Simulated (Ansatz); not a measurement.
¹²³Sb nuclear quadrupole resonance in InSb under strain

Cell: a structure deposited in the COD, relaxed with PBE at fixed cell and then changed (z stretched by 3 %, ions relaxed).

```cif
data_structure
_symmetry_space_group_name_H-M 'P 1'
_symmetry_Int_Tables_number 1
_cell_length_a 4.6500
_cell_length_b 4.6500
_cell_length_c 4.5808
_cell_angle_alpha 60.491
_cell_angle_beta 60.491
_cell_angle_gamma 59.018
_cell_volume 70.01
loop_
_atom_site_label
_atom_site_type_symbol
_atom_site_fract_x
_atom_site_fract_y
_atom_site_fract_z
_atom_site_occupancy
In1 In 0.00000 0.00000 0.00000 1
Sb2 Sb 0.75000 0.75000 0.75000 1
```

Atoms are numbered from 1 in the order listed; like atoms form one site, named after its first atom.

Method: Kohn–Sham DFT in Ansatz, PBE, plane waves and PAW, scalar-relativistic, 420 eV cutoff, Γ-centred 12×12×12 k-points, Fermi–Dirac smearing 0.05 eV.

¹²³Sb: I = 7/2, Q = -692.0 mb (year-2017 value). Static lattice, zero field.

**Question.** At which frequencies do the ¹²³Sb NQR lines lie?

**Answer.** For I = 7/2 and η = 0 the lines are |C_Q|/14 times 1, 2 and 3; η shifts the lowest up most.

```tsv
site	atoms	V_zz (10²¹ V/m²)	C_Q (MHz)	η	line frequencies (MHz)
Sb	2	0.87	-14.5	0.00	1.04, 2.08, 3.11
```

**Question.** And for ¹²¹Sb (I = 5/2, Q = -543.0 mb) on Sb?

**Answer.** C_Q scales with Q to -11.4 MHz, with lines at 1.71, 3.42 MHz.

An axis of threefold or higher order runs through Sb, so V_zz lies along it and η is zero.

With no gap above 0.1 eV, as in a metal, the gradients converge slowly in k; expect changes of a tenth or more on a denser mesh. Without spin–orbit coupling (the program notes it for In and Sb) the gradients can shift somewhat, as the gap is small. With these PAW files V_zz is typically within 2 to 3 % of all-electron values, but misses above 10 % occur on Sb. Semilocal functionals make gaps too small and can close them, so the real compound need not be a metal.
